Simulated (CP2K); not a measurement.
Crystal: Ga.

```xyz
1
Lattice="3.0290 0.0000 0.0000 0.4981 2.9878 0.0000 -1.7635 -1.4939 1.9578" Properties=species:S:1:pos:R:3 pbc="T T T"
Ga    0.0000    0.0000    0.0000
```

This isn't the form of Ga at room conditions, which is orthorhombic.

Base run:

| Item | Value |
| --- | --- |
| Program | CP2K 2026.2 |
| Functional | PBEsol |
| Potentials or basis | POTENTIAL_UZH Ga GTH-PBE-q13; TZVP-MOLOPT-PBE-GTH basis |
| Density cutoff | 6123 eV |
| k mesh | 13 × 13 × 13 |
| Occupations | fermi-dirac, width 0.0259 eV |
| Spin | no spin polarisation |

Its results: band gap on the k mesh none (metal or under the smearing width); pressure 0.3 GPa.

Task: The run is repeated on the same cell with these changes: functional from PBEsol to PBE; occupations from fermi-dirac, width 0.0259 eV to fermi-dirac, width 0.1 eV. What comes out?

Result: Band gap on the k mesh none (metal or under the smearing width); pressure 4.4 GPa.

Caveats: the basis of atomic orbitals isn't converged, which shifts pressures, moduli and gaps; the potentials were made for another functional, which shifts forces and pressure (some runs).
